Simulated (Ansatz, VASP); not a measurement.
## AlN in VASP and in Ansatz

```
Al N
1.0
     3.11100    0.00000    0.00000
    -1.55550    2.69421    0.00000
     0.00000    0.00000    4.97800
Al N
2 2
Direct
  0.35560 0.71121 0.00000
  0.64440 0.28879 0.50000
  0.31347 0.62694 0.38500
  0.68653 0.37306 0.88500
```

Change from the starting cell: mode 4 (239.4 1/cm) frozen in, largest displacement -0.120 Å.

Alike in both runs: task single point; functional PBE; k mesh 12 × 12 × 6; occupations gaussian, width 0.05 eV; no spin polarisation.

|  | VASP | Ansatz |
| --- | --- | --- |
| version | VASP 6.6.1 | Ansatz 0.2.0 |
| potentials or method | VASP PAW PBE potentials, release 64 (Al, N) | scalar-relativistic, plane waves, PAW |
| plane-wave cutoff (eV) | 520 | 420 |
| valence electrons in the cell | 16 | 16 |

```tsv
	VASP	Ansatz	Ansatz less VASP
gap on the k mesh at the Fermi level (eV)	4.00	3.99	-0.010
least direct gap on the mesh (eV)	4.00	3.99	-0.010
pressure (GPa)	3.5	3.7	+0.25
largest component of the traceless stress (GPa)	1.44	1.45	+0.005
rms of the force components (eV/Å)	0.361	0.360	-0.0014
```

Atom by atom the forces differ by 0.001 eV/Å (rms over components).

A k mesh can miss the band edges.
